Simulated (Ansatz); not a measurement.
The system is FeO (Wuestite).

```
CELL_PARAMETERS angstrom
1.51882 0.87689 2.51958
-1.51882 0.87689 2.51958
0.00000 -1.75378 2.51958
ATOMIC_POSITIONS crystal
Fe 0.00000 0.00000 0.00000
O 0.50000 0.50000 0.50000
```

Base run:

- Program: Ansatz 0.2.0
- Functional: PBE
- Potentials or basis: Ansatz PAW
- Cutoff: 420 eV (not typed: the program's choice for these potentials)
- k mesh: 9 × 9 × 9
- Occupations: fermi-dirac, width 0.05 eV
- Spin: collinear spin, ferromagnetic start
- Starting moments: [3.0, 0.0] μB

Its results: band gap on the k mesh none (metal or under the smearing width); pressure -1.2 GPa; net moment 4.00 μB per cell; site moments Fe +3.45; O +0.32 μB.

Question: The run is repeated on the same cell with these changes: functional from PBE to LDA. What comes out?

Answer: Band gap on the k mesh none (metal or under the smearing width); pressure -16.5 GPa; net moment 4.00 μB per cell; site moments Fe +3.42; O +0.34 μB.

LDA binds more tightly than PBE, so the same cell stands under less pressure.

Caveats: a cell with one magnetic atom can't hold antiferromagnetic order, which such compounds often take; semilocal functionals often make such compounds metallic where correlation or magnetic order opens a gap, which also shifts bond lengths; the PAW data sets come from PBE, with cores solved anew for the run's functional, which leaves a small shift of forces and pressure (some runs).
